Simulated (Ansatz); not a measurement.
# In: the cost of one run

Program: Ansatz 0.2.0. Level of theory: DFT PBE, scalar-relativistic, plane waves, PAW. These are calculated values, not measurements.

1 further run of the same task is left out (it didn't finish). Runs told in other sessions of the task aren't counted.

## 1. Starting point

Symmetry: Pm-3m, No. 221, cubic system. The conventional cell has a = 4.502 Å, b = 4.502 Å, c = 4.502 Å, α = 90.00°, β = 90.00°, γ = 90.00°. Around In (site symmetry 4/mmm) lie 8 In at 3.18 Å.

Coordinates:

```cif
data_structure
_symmetry_space_group_name_H-M 'P 1'
_symmetry_Int_Tables_number 1
_cell_length_a 4.5020
_cell_length_b 4.5020
_cell_length_c 4.5020
_cell_angle_alpha 90.000
_cell_angle_beta 90.000
_cell_angle_gamma 90.000
_cell_volume 91.24
loop_
_atom_site_label
_atom_site_type_symbol
_atom_site_fract_x
_atom_site_fract_y
_atom_site_fract_z
_atom_site_occupancy
In1 In 0.50000 0.00000 0.00000 1
In2 In 0.00000 0.50000 0.00000 1
In3 In 0.00000 0.00000 0.50000 1
```

The cell was relaxed beforehand at this level, from a generated guess; it is a trial structure. At a tolerance of 0.05 Å it has space group Pm-3m (No. 221); it has 30.41 Å³/atom, an uncorrected energy of +0.10 eV/atom over the standard state and, on its mesh, gap none (metal).

## 2. Point at V/V0 = 0.97

Contents of input.yaml:

```yaml
crystal:
  lattice:
    - [4.4564825818, 0.0, 0.0]
    - [0.0, 4.4564825818, 0.0]
    - [0.0, 0.0, 4.4564825818]
  atoms:
    - { symbol: In, position: [0.5, 0.0, 0.0] }
    - { symbol: In, position: [0.0, 0.5, 0.0] }
    - { symbol: In, position: [0.0, 0.0, 0.5] }
basis:
  ecutwfc: 420
kpoints:
  mp_grid: { grid: [10, 10, 10] }
hamiltonian:
  xc: pbe
scf:
  occupations: { method: gaussian, width: 0.1 }
output:
  forces: true
  stress: true
  eigenvalues: true
```

The run is started by

```bash
$ ansatz run input.yaml --threads 1 --pin off --max-ram 2560MiB --backend cpu --events-out ev --progress --plain --runs-dir out
```

What time and memory should one allow on 1 thread of Intel Xeon at 2.50GHz (Skylake/Cascade Lake), shared host?

About 12 s, with a peak of 0.4 GiB.
